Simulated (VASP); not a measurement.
# CdS (Hawleyite) (F-43m) in VASP: a series of runs, part 3 of 3

VASP 6.6.1.

## (5) Dielectric tensor, LDA

INCAR

```
  ALGO = Normal
  EDIFF = 1E-8
  ENCUT = 400
  GGA = CA
  ISIF = 2
  ISMEAR = 0
  LASPH = True
  LCHARG = False
  LEPSILON = True
  LREAL = False
  LWAVE = False
  NELM = 100
  PREC = Accurate
  SIGMA = 0.01
```

KPOINTS

```
k-points
0
Gamma
  8 8 8
```

POSCAR

```
CdS
1.0
    0.0000000000      2.9165000000      2.9165000000
    2.9165000000      0.0000000000      2.9165000000
    2.9165000000      2.9165000000      0.0000000000
Cd S
1 1
Direct
    0.0000000000      0.0000000000      0.0000000000
    0.7500000000      0.7500000000      0.7500000000
```

Potentials or basis: VASP PAW LDA potentials, release 64 (Cd, S).

The run is started by

```console
$ cat potpaw_LDA.64/Cd/POTCAR potpaw_LDA.64/S/POTCAR > POTCAR
$ mpirun -np 1 vasp_std > vasp.out
```

OUTCAR:

```text
EDIFF = 1E-8
   ENCUT = 400
   GGA = CA
   ISIF = 2
   ISMEAR = 0
   LASPH = True
   LEPSILON = True
   LREAL = False
   NELM = 100
   PREC = Accurate

 Found     29 irreducible k-points:

 Following reciprocal coordinates:
            Coordinates               Weight
  0.000000  0.000000  0.000000      1.000000
  0.125000  0.000000  0.000000      8.000000
  0.250000  0.000000  0.000000      8.000000
  0.375000  0.000000  0.000000      8.000000
  0.500000  0.000000  0.000000      4.000000
  0.125000  0.125000  0.000000      6.000000
   k-points           NKPTS =     29   k-points in BZ     NKDIM =     29   number of bands    NBANDS=     13
   number of dos      NEDOS =    301   number of ions     NIONS =      2
   total plane-waves  NPLWV =  21952
   dimension x,y,z NGX =    28 NGY =   28 NGZ =   28
   dimension x,y,z NGXF=    56 NGYF=   56 NGZF=   56
   ions per type =               1   1
   NGX,Y,Z   is equivalent  to a cutoff of  11.29, 11.29, 11.29 a.u.
   NGXF,Y,Z  is equivalent  to a cutoff of  22.57, 22.57, 22.57 a.u.
 SYSTEM =  unknown system
   PREC   = accura    normal or accurate (medium, high low for compatibility)
   ISTART =      0    job   : 0-new  1-cont  2-samecut
   ICHARG =      2    charge: 1-file 2-atom 10-const
   ISPIN  =      1    spin polarized calculation?
   LNONCOLLINEAR =      F non collinear calculations
   LSORBIT =      F    spin-orbit coupling
[... 207 lines left out ...]
  free energy    TOTEN  =        -0.94004133 eV

  energy without entropy =       -0.94004133

------------------------ aborting loop because EDIFF is reached ----------------------------------------

 PIEZOELECTRIC TENSOR FIELD DIRECTION 3  (e Angst)
 -----------------------------------------------------------------------------
    -0.00131  2.02479  0.00000           ( -0.00000 -0.03089  0.00000)
     2.02479 -0.00131  0.00000           ( -0.03089 -0.00000  0.00000)
     0.00000  0.00000  0.00059           (  0.00000  0.00000 -0.00000)

 PIEZOELECTRIC TENSOR FIELD DIRECTION 3  (C/m^2)
 -----------------------------------------------------------------------------
    -0.00042  0.65384  0.00000
     0.65384 -0.00042  0.00000
     0.00000  0.00000  0.00019

 MACROSCOPIC STATIC DIELECTRIC TENSOR (including local field effects in DFT)
 ------------------------------------------------------
           7.557019    -0.000000    -0.000000
           0.000000     7.557019    -0.000000
           0.000000     0.000000     7.557019
 ------------------------------------------------------

 PIEZOELECTRIC TENSOR (including local field effects)  for field in x, y, z        (e  Angst)
          XX          YY          ZZ          XY          YZ          ZX
  --------------------------------------------------------------------------------
  x     0.00000     0.00000    -0.00000     0.00000     2.03982     0.00000
  y     0.00000     0.00000     0.00000     0.00000    -0.00000     2.03982
  z    -0.00000    -0.00000    -0.00000     2.03982     0.00000     0.00000

 PIEZOELECTRIC TENSOR (including local field effects)  for field in x, y, z        (C/m^2)
          XX          YY          ZZ          XY          YZ          ZX
  --------------------------------------------------------------------------------
  x     0.00000     0.00000    -0.00000     0.00000     0.65870     0.00000
  y     0.00000     0.00000     0.00000     0.00000    -0.00000     0.65870
  z    -0.00000    -0.00000    -0.00000     0.65870     0.00000     0.00000

 BORN EFFECTIVE CHARGES (including local field effects) (in |e|, cummulative output)
 ---------------------------------------------------------------------------------
 ion    1
    1     2.22302    -0.00000     0.00000
    2     0.00000     2.22302     0.00000
    3     0.00000     0.00000     2.22302
 ion    2
    1    -2.22302     0.00000    -0.00000
    2    -0.00000    -2.22302     0.00000
    3    -0.00000    -0.00000    -2.22302
```

OSZICAR:

```text
N       E                     dE             d eps       ncg     rms          rms(c)
DAV:   1     0.933634992867E+02    0.93363E+02   -0.79092E+03   778   0.102E+03
DAV:   2    -0.387979574830E+01   -0.97243E+02   -0.93486E+02   884   0.276E+02
DAV:   3    -0.788157177400E+01   -0.40018E+01   -0.39911E+01   859   0.574E+01
[... 11 lines left out ...]
RMM:   6    -0.939877205869E+00   -0.14975E-02   -0.55569E-05  4017   0.512E-02    0.161E-02
RMM:   7    -0.939983280801E+00   -0.10607E-03   -0.29325E-06  4081   0.137E-02    0.204E-03
RMM:   8    -0.940038829059E+00   -0.55548E-04   -0.84282E-07  3983   0.310E-03    0.737E-04
RMM:   9    -0.940038327931E+00    0.50113E-06   -0.22502E-06  3963   0.908E-04    0.404E-04
RMM:  10    -0.940042281101E+00   -0.39532E-05   -0.36632E-07  4040   0.357E-04    0.470E-05
RMM:  11    -0.940041510321E+00    0.77078E-06   -0.31511E-07  2653   0.809E-05    0.132E-05
RMM:  12    -0.940041329036E+00    0.18128E-06   -0.13837E-09  2003   0.601E-05    0.670E-06
```

Run time: 1.9 min. Hardware: 1 thread of Intel Xeon Platinum 8488C (Sapphire Rapids), shared host; peak memory 0.23 GiB.

The run converged, but some of its settings lie outside the range that counts as converged, so its numbers aren't taken as properties of the crystal.

Results:

| Property | Result |
| --- | --- |
| Band gap on the k mesh | 0.89 eV, direct |
| Electronic dielectric tensor (diagonal) | 7.56 |
| Born charges (mean of the diagonal) | Cd +2.22; S -2.22 e |

## (6) Dielectric tensor, LDA

INCAR: that of step 5 with these lines changed.

```diff
@@ -2,3 +2,3 @@
   EDIFF = 1E-8
-  ENCUT = 400
+  ENCUT = 460
   GGA = CA
```

KPOINTS is that of step 5.

POSCAR is that of step 5.

Potentials or basis: VASP PAW LDA potentials, release 64 (Cd, S).

The run is started by

```console
$ cat potpaw_LDA.64/Cd/POTCAR potpaw_LDA.64/S/POTCAR > POTCAR
$ mpirun -np 1 vasp_std > vasp.out
```

OUTCAR:

```text
EDIFF = 1E-8
   ENCUT = 460
   GGA = CA
   ISIF = 2
   ISMEAR = 0
   LASPH = True
   LEPSILON = True
   LREAL = False
   NELM = 100
   PREC = Accurate

 Found     29 irreducible k-points:

 Following reciprocal coordinates:
            Coordinates               Weight
  0.000000  0.000000  0.000000      1.000000
  0.125000  0.000000  0.000000      8.000000
  0.250000  0.000000  0.000000      8.000000
  0.375000  0.000000  0.000000      8.000000
  0.500000  0.000000  0.000000      4.000000
  0.125000  0.125000  0.000000      6.000000
   k-points           NKPTS =     29   k-points in BZ     NKDIM =     29   number of bands    NBANDS=     13
   number of dos      NEDOS =    301   number of ions     NIONS =      2
   total plane-waves  NPLWV =  27000
   dimension x,y,z NGX =    30 NGY =   30 NGZ =   30
[... 234 lines left out ...]
     0.65329 -0.00043  0.00000
     0.00000  0.00000  0.00019

 MACROSCOPIC STATIC DIELECTRIC TENSOR (including local field effects in DFT)
 ------------------------------------------------------
           7.548491    -0.000000    -0.000000
          -0.000000     7.548491     0.000000
          -0.000000    -0.000000     7.548491
 ------------------------------------------------------

 PIEZOELECTRIC TENSOR (including local field effects)  for field in x, y, z        (e  Angst)
          XX          YY          ZZ          XY          YZ          ZX
  --------------------------------------------------------------------------------
  x    -0.00000     0.00000     0.00000     0.00000     2.03808     0.00000
  y     0.00000    -0.00000     0.00000     0.00000    -0.00000     2.03808
  z     0.00000     0.00000    -0.00000     2.03808     0.00000     0.00000

 PIEZOELECTRIC TENSOR (including local field effects)  for field in x, y, z        (C/m^2)
          XX          YY          ZZ          XY          YZ          ZX
  --------------------------------------------------------------------------------
  x    -0.00000     0.00000     0.00000     0.00000     0.65813     0.00000
  y     0.00000    -0.00000     0.00000     0.00000    -0.00000     0.65813
  z     0.00000     0.00000    -0.00000     0.65813     0.00000     0.00000

 BORN EFFECTIVE CHARGES (including local field effects) (in |e|, cummulative output)
 ---------------------------------------------------------------------------------
 ion    1
    1     2.22156     0.00000    -0.00000
    2     0.00000     2.22156    -0.00000
    3     0.00000     0.00000     2.22156
 ion    2
    1    -2.22156     0.00000     0.00000
    2    -0.00000    -2.22156     0.00000
    3    -0.00000    -0.00000    -2.22156
```

stdout:

```text
POSCAR found type information on POSCAR CdS
 POSCAR found :  2 types and       2 ions
 scaLAPACK will be used
 LDA part: xc-table for (Slater(with rela. corr.)+CA(PZ))
 , standard interpolation
 POSCAR, INCAR and KPOINTS ok, starting setup
 FFT: planning ... GRIDC
 FFT: planning ... GRID_SOFT
 FFT: planning ... GRID
 WAVECAR not read
 entering main loop
 Linear response reoptimize wavefunctions to high precision
 Linear response G [H, r] |phi>, progress :
  Direction:   1
 Linear response G [H, r] |phi>, progress :
  Direction:   2
 Linear response G [H, r] |phi>, progress :
  Direction:   3
 Linear response to external field (no local field effect), progress :
  Direction:   1
 dielectric tensor                  component  1 :     8.804     2.858     0.885
 Linear response to external field (no local field effect), progress :
  Direction:   2
 dielectric tensor                  component  2 :     2.858     9.149    -1.170
 Linear response to external field (no local field effect), progress :
  Direction:   3
 dielectric tensor                  component  3 :     0.889    -1.171     6.006
 Linear response to external field, progress :
  Direction:   1
 dielectric tensor                  component  1 :     7.548     1.340     0.569
 Linear response to external field, progress :
  Direction:   2
 dielectric tensor                  component  2 :     1.306     7.548     0.433
 Linear response to external field, progress :
  Direction:   3
 dielectric tensor                  component  3 :     1.023     0.887     7.548
 Born effective charges drift removed
```

It took 2.8 min on 1 thread of Intel Xeon Platinum 8488C (Sapphire Rapids), shared host; peak memory 0.26 GiB.

The run converged, but some of its settings lie outside the range that counts as converged, so its numbers aren't taken as properties of the crystal.

Results:

```yaml
Band_gap_on_the_k_mesh: 0.89 eV, direct
Electronic_dielectric_tensor_diagonal: 7.55
Born_charges_mean_of_the_diagonal: Cd +2.22; S -2.22 e
```
